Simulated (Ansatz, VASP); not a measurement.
## Two plane-wave programs on ZrC

```
CELL_PARAMETERS angstrom
0.00000 2.31672 2.31672
2.31672 0.00000 2.31672
2.31672 2.31672 0.00000
ATOMIC_POSITIONS crystal
Zr 0.50000 0.50000 0.50000
C 0.00000 0.00000 0.00000
```

Change from the starting cell: volume scaled by 0.94.

Alike in both runs: task single point; functional PBEsol; k mesh 10 × 10 × 10; occupations fermi-dirac, width 0.05 eV; no spin polarisation.

```csv
,VASP,Ansatz
version,VASP 6.6.1,Ansatz 0.2.0
potentials or method,"VASP PAW PBE potentials, release 64 (Zr_sv, C)",Ansatz PAW
plane-wave cutoff (eV),520,420
valence electrons in the cell,16,16
```

Ansatz gave:

```
gap on the k mesh at the Fermi level (eV) : none
pressure (GPa)                            : 5.7
```

Task: Estimate VASP's values.

Result: gap on the k mesh at the Fermi level (eV): none; pressure (GPa): 6.1.

A gap of «none» marks a metal or a gap that the smearing closes. The functional is the same, so the differences come from potentials, cutoffs and numerics.

Caveats: the PAW data sets were made with another functional, which shifts forces and pressure a little (VASP); the PAW data sets come from PBE, with cores solved anew for the run's functional, which leaves a small shift of forces and pressure (Ansatz).
